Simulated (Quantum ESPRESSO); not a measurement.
The system is P.

```
CELL_PARAMETERS angstrom
1.64774 -5.46504 0.00000
1.64774 5.46504 0.00000
0.00000 0.00000 4.54364
ATOMIC_POSITIONS crystal
P 0.90414 0.09586 0.58882
P 0.09586 0.90414 0.41118
P 0.59586 0.40414 0.08882
P 0.40414 0.59586 0.91118
```

Program: Quantum ESPRESSO 7.5. Alike in all runs: task single point; no spin polarisation; cell as given; cutoff (eV) 599. Hardware: 1 thread of Arm Neoverse V2 (shared host).

Task: Order these runs on this cell by their wall time, lowest first.
A. level PBE; potentials or basis PseudoDojo 0.4.1 SR PBE standard; k mesh 12 × 12 × 10; smearing fermi-dirac 0.05 eV; k mesh of the self-consistent run 12 × 12 × 10; mesh quality not flagged
B. level PBE; potentials or basis PseudoDojo 0.4.1 SR PBE standard; k mesh 4 × 4 × 4; smearing fermi-dirac 0.05 eV; k mesh of the self-consistent run 8 × 8 × 6; mesh quality coarse
C. level PBEsol; potentials or basis PseudoDojo 0.4.1 SR PBEsol standard; k mesh 3 × 3 × 3; smearing fixed; mesh quality coarse

Result: C (50 s), B (170 s), A (640 s).

Caveats: some runs use coarse meshes.

Not every run made on this cell is shown here.
